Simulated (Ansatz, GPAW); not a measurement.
# An Os chain with two Sn atoms in line: transmission at several levels, part 3 of 3

How well does an Os chain with two Sn atoms in line conduct at low bias, and how far do basis and functional move the answer?

GPAW 26.7.0 and Ansatz 0.2.0; Ansatz plane waves; Landauer transmission by layers, zero bias (the session's first sound run).

So far, transmission at the Fermi level (one spin): step 2 (plane-wave reference (PBE)) 2.71; step 3 (GPAW, dzp, PBE, GPAW) 2.72; step 4 (GPAW, szp: basis = "szp(dzp)", PBE, GPAW) 2.74; step 5 (GPAW, sz: basis = "sz(dzp)", PBE, GPAW) 2.72; step 6 (LDA in the dzp basis: xc = "LDA") 2.73.

## Step 9: Broadening 1e-05: eta = 1e-05 (continued)

Level of this step: GPAW LCAO, PAW setups; Landauer transmission from Green's functions with principal layers (ASE), zero bias (GPAW).

The transmission of the three most open eigenchannels by energy, zero at the Fermi level:

```tsv
energy (eV)	channel 1	channel 2	channel 3
-2.00	0.947	0.00677	0.00677
-1.85	0.927	0.0104	0.0104
-1.70	0.904	0.0159	0.0159
-1.60	0.887	0.0212	0.0212
-1.45	0.860	0.0329	0.0329
-1.30	0.833	0.0516	0.0516
-1.15	0.811	0.0819	0.0819
-1.05	0.799	0.112	0.112
-0.90	0.784	0.179	0.179
-0.75	0.772	0.283	0.283
-0.60	0.762	0.432	0.432
-0.50	0.757	0.553	0.553
-0.35	0.752	0.740	0.740
-0.20	0.888	0.888	0.750
-0.05	0.971	0.971	0.750
0.00	0.985	0.985	0.750
0.05	0.994	0.994	0.750
0.20	0.999	0.999	0.749
0.35	0.989	0.989	0.747
0.50	0.977	0.977	0.744
0.60	0.972	0.972	0.743
0.75	0.969	0.969	0.743
0.90	0.975	0.975	0.747
1.05	0.987	0.987	0.755
1.15	0.995	0.995	0.763
1.30	1.000	1.000	0.777
1.45	0.981	0.981	0.763
1.60	0.927	0.927	0.757
1.70	0.867	0.867	0.756
1.85	0.755	0.746	0.746
2.00	0.758	0.594	0.594
```

The conductance equals that of the dzp run to 0.2 %.

## Step 10: K-points along the lead 4, grid spacing 0.22, basis szp(dzp)

The lead's own mesh along the current sets its density and potential; where the lead is aligned to the junction's end layer, a rigid shift drops out. The real-space grid carries density and potential; a coarse one breaks translation symmetry along the lead and scatters electrons that should pass. A smaller basis is cheaper in every inversion.

run.py reads:

```python
import json
import numpy as np
from ase import Atoms
from ase.transport.calculators import TransportCalculator
from gpaw import GPAW, FermiDirac
from gpaw.lcao.tools import get_lcao_hamiltonian
from scipy.linalg import eigh

# The junction with lead layers at both ends, along the third cell vector
device = Atoms(
    ['Os', 'Os', 'Os', 'Os', 'Os', 'Os', 'Os', 'Sn', 'Sn', 'Os', 'Os', 'Os', 'Os', 'Os', 'Os', 'Os'],
    positions=[
        [4.50000, 4.50000, 1.14000],
        [4.50000, 4.50000, 3.42000],
        [4.50000, 4.50000, 5.70000],
        [4.50000, 4.50000, 7.98000],
        [4.50000, 4.50000, 10.26000],
        [4.50000, 4.50000, 12.54000],
        [4.50000, 4.50000, 14.82000],
        [4.50000, 4.50000, 17.31340],
        [4.50000, 4.50000, 20.06340],
        [4.50000, 4.50000, 22.55680],
        [4.50000, 4.50000, 24.83680],
        [4.50000, 4.50000, 27.11680],
        [4.50000, 4.50000, 29.39680],
        [4.50000, 4.50000, 31.67680],
        [4.50000, 4.50000, 33.95680],
        [4.50000, 4.50000, 36.23680]],
    cell=[[9.0, 0.0, 0.0], [0.0, 9.0, 0.0], [0.0, 0.0, 37.3768]],
    pbc=True)

# One principal layer of the lead: the first 5 atoms of the device
lead = Atoms(
    ['Os', 'Os', 'Os', 'Os', 'Os'],
    positions=[
        [4.50000, 4.50000, 1.14000],
        [4.50000, 4.50000, 3.42000],
        [4.50000, 4.50000, 5.70000],
        [4.50000, 4.50000, 7.98000],
        [4.50000, 4.50000, 10.26000]],
    cell=[[9.0, 0.0, 0.0], [0.0, 9.0, 0.0], [0.0, 0.0, 11.4]],
    pbc=True)

settings = dict(mode='lcao', basis='szp(dzp)', xc='PBE', h=0.22,
                occupations=FermiDirac(0.1), maxiter=250,
                mixer=dict(beta=0.1, nmaxold=8, weight=100.0),
                convergence=dict(density=0.0001))
energies = np.arange(-2, 2 + 1e-9, 0.05)
eta = 0.0001
n1, n2 = 1, 1
# k and -k transmit alike, so half of the mesh across the current serves
mesh = [(i, j) for i in range(n1) for j in range(n2) if (i, j) <= (-i % n1, -j % n2)]
weights = np.array([1 if (i, j) == (-i % n1, -j % n2) else 2 for i, j in mesh]) / (n1 * n2)

# [... helper functions left out ...]
fermi_lead = ground_state(lead, (1, 1, 4), 'lead.txt')
fermi_device = ground_state(device, (1, 1, 2), 'device.txt')
# [... loop over the mesh left out, but for ...]
        # Shift the lead onto the potential of the device's first layer
        shift = ((H[:, 0, 0] - H0[:, 0, 0]) / S0[0, 0]).real.mean()
# [...]
kT = 8.617333e-5 * 200
bias = [0.1, 0.2, 0.5, 1.0, 1.5, 2.0]
# [... integrals and printing left out ...]
```

Run with:

```console
$ OMP_NUM_THREADS=1 OPENBLAS_NUM_THREADS=2 python run.py
```

The program printed:

```text
basis functions: device 238, principal layer 75
Fermi level: lead -3.1232 eV, device -3.1593 eV; lead shifted by 0.0541 eV
largest coupling past the next layer 1.09e-06 eV, largest misfit of the first layer 0.236 eV
  E-E_F (eV)   T (one spin)  [channel counts left out]
    -2.000    9.6856e-01
    -1.950    9.6320e-01
    -1.900    9.5731e-01
    -1.850    9.5114e-01
    -1.800    9.4436e-01
    -1.750    9.3744e-01
    -1.700    9.3058e-01
    -1.650    9.2410e-01
    -1.600    9.1836e-01
    -1.550    9.1374e-01
    -1.500    9.1072e-01
    -1.450    9.0947e-01
    -1.400    9.1057e-01
    -1.350    9.1431e-01
    -1.300    9.2101e-01
    -1.250    9.3102e-01
[...]
1.650    2.3559e+00
     1.700    2.2503e+00
     1.750    2.1307e+00
     1.800    1.9985e+00
     1.850    1.8558e+00
     1.900    1.7054e+00
     1.950    1.5503e+00
     2.000    1.3931e+00
conductance at 200 K: 2.741 G0 a cell; thermopower -0.5853 uV/K
current from the zero-bias T(E) at 0.1 V: 21.226 uA
current from the zero-bias T(E) at 0.2 V: 42.382 uA
current from the zero-bias T(E) at 0.5 V: 104.71 uA
current from the zero-bias T(E) at 1.0 V: 200.74 uA
current from the zero-bias T(E) at 1.5 V: 284.18 uA
current from the zero-bias T(E) at 2.0 V: 359.6 uA
```

It took 1.9 min on 2 threads of Intel Xeon Platinum 8559C (Emerald Rapids), shared host; peak memory 1.1 GiB.

The run finished with changed settings (lead_nz = 4, h = 0.22 and basis = "szp(dzp)"); it serves as a test.

The two runs compared:

```tsv
quantity	this run	sound run	difference
conductance (G₀)	2.7410	2.7141	0.0269
largest coupling past the next principal layer (eV)	1.091e-6	1.091e-6	-2.7e-10
largest misfit of the first principal layer (eV)	0.23579	0.099238	0.137
shift that aligns the lead (eV)	0.054102	-0.0028689	0.0570
basis functions of the junction	238	424	-186
basis functions of a principal layer	75	135	-60
transmission at the Fermi level (one spin)	2.7435	2.7170	0.0265
```

One result that differs is the largest misfit of the first principal layer, 0.236 eV against 0.0992 eV.

## Step 11: Summary of results

```yaml
conductance: 2.71 G₀
transmission_at_the_fermi_level_mean_of_the_spins: 2.72
thermopower: about 0 (under 1.5 μV/K)
```

In words: In the dzp basis the junction conducts 2.71 G₀ at 200 K, with T = 2.72 a spin at the Fermi level; the sz basis reaches that conductance within 10 %. Plane waves (PBE) give T = 2.71 there. At the Fermi level the three most open eigenchannels pass 0.98, 0.98 and 0.75. Measured against the first run (pw-pbe), the nearest curve is that of dzp-LDA (r.m.s. 0.084) and the farthest that of sz (0.28). Over the compared runs wall time goes from 130 s (sz) to 1819 s (pw-pbe), on a shared host. The geometry was built from estimated bond lengths and not relaxed, so the numbers describe this model structure. The run had no spin polarisation, so a magnetic state, which chains and small molecules with open shells often have, wasn't tested. Spin-orbit coupling is left out, which matters for the heavy atoms here. An evenly spaced straight chain is an idealisation: free chains tend to dimerise, zigzag or, where a band edge lies near the Fermi level, turn magnetic. The currents use the zero-bias T(E) throughout, which holds only while the bias is small against the distance to the nearest feature. The energy step is wider than the thermal energy, so the conductance and thermopower rest on interpolation of T(E).

[Logs are printed without paths, hosts, clocks, repeated set-up lines and the standing remarks that a program may print on its own settings, such as how far it seeks lower states.]

[Hosts, paths, dates, database ids (printed as entryN), source tags and the programs' standing remarks are cut or masked in the printed files.]
